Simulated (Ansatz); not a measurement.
A trial form of Zn

Theory: DFT PBE, scalar-relativistic, plane waves, PAW in Ansatz. Cutoff 420 eV, Gaussian smearing, Γ-centred meshes. Cell and atoms relax first on a coarse mesh and then on a finer one. In between, the cell is made exact in the group found at 0.06 Å. In metals the finer mesh still leaves noise of several meV/atom or more. The steps can't lower the symmetry of their start. No spin polarisation.

The guess for Zn is a distorted database cell: Zn type (P6_3/mmc) distorted into a subgroup (P-3m1, No. 164) (cell multiple 2; largest shift (Å) 0.41).

```cif
data_structure
_symmetry_space_group_name_H-M 'P 1'
_symmetry_Int_Tables_number 1
_cell_length_a 2.6151
_cell_length_b 2.6151
_cell_length_c 5.1311
_cell_angle_alpha 90.000
_cell_angle_beta 90.000
_cell_angle_gamma 120.000
_cell_volume 30.39
loop_
_atom_site_label
_atom_site_type_symbol
_atom_site_fract_x
_atom_site_fract_y
_atom_site_fract_z
_atom_site_occupancy
Zn1 Zn 0.33333 0.66667 0.16712 1
Zn2 Zn 0.66667 0.33333 0.83288 1
```

Energies count from the standard state of Zn at the same level.

Problem. Describe the relaxed structure.

Solution. The symmetry goes from P-3m1 (No. 164) to P6_3/mmc (No. 194). The end has the hcp type. The volume per atom stays near 15.2 Å³. The shortest distance goes from 2.28 Å (Zn–Zn) to 2.64 Å (Zn–Zn). The energy falls by about 0.69 eV/atom (the start's value is from the coarse mesh). Conventional cell: a = 2.644 Å, c = 5.032 Å. Zn has 6 Zn at 2.64 Å and 6 Zn at 2.94 Å.

Space group P6_3/mmc (No. 194). a = 2.644 Å, b = 2.644 Å, c = 5.032 Å, α = 90.00°, β = 90.00°, γ = 120.00°
| atom | site | symmetry | x | y | z |
| --- | --- | --- | --- | --- | --- |
| Zn | 2c | -6m2 | 0.3333 | 0.6667 | 0.2500 |

Problem. Give its energy and gap.

Solution. The energy over the standard state is 0.00 eV/atom and the gap on the 24×24×12 mesh of the 2-atom cell is 0 eV (a metal).

It is level with the standard state within the noise.

The last run used Gaussian smearing of 0.10 eV. The k mesh leaves some 4 meV/atom of noise in the energy of each metallic cell. Symmetry constrained the relaxation, so the result can be a saddle point. In all, the 3 runs took 2.3 min on 1 thread of Intel(R) Xeon(R) Processor @ 2.50GHz (Skylake/Cascade Lake), with other jobs on the host.
